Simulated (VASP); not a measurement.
GaP:

```
CELL_PARAMETERS angstrom
0.00000 2.72525 2.72525
2.72525 0.00000 2.72525
2.72525 2.72525 0.00000
ATOMIC_POSITIONS crystal
Ga 0.00000 0.00000 0.00000
P 0.75000 0.75000 0.75000
```

* Program: VASP 6.6.1
* Task: relaxation of cell and atoms
* Functional: PBE
* Potentials or basis: VASP PAW PBE potentials, release 64 (Ga_d, P)
* Cutoff: 600 eV
* k mesh: 8 × 8 × 8
* Occupations: fermi-dirac, width 0.05 eV
* Spin: no spin polarisation

At the start: pressure 2.4 GPa; volume 20.24 Å³/atom.

**Question.** How do energy, volume and symmetry change on relaxing?

**Answer.** Over 3 steps the energy falls by 4.6 meV/atom and the volume is 20.86 Å³/atom (+3.1 %); space group F-43m (No. 216, to 0.05 Å).

The path:
| step | energy change (eV) | largest force (eV/Å) | pressure (GPa) | volume (Å³) |
| --- | --- | --- | --- | --- |
| 1 | 0.0000 | 0.0000 | 2.43 | 40.48 |
| 2 | -0.0073 | 0.0000 | -0.99 | 42.30 |
| 3 | -0.0092 | 0.0000 | -0.01 | 41.72 |

Final structure:
```xyz
2
Lattice="0.0000 2.7528 2.7528 2.7528 0.0000 2.7528 2.7528 2.7528 0.0000" Properties=species:S:1:pos:R:3 pbc="T T T"
Ga    0.0000    0.0000    0.0000
P     4.1292    4.1292    4.1292
```
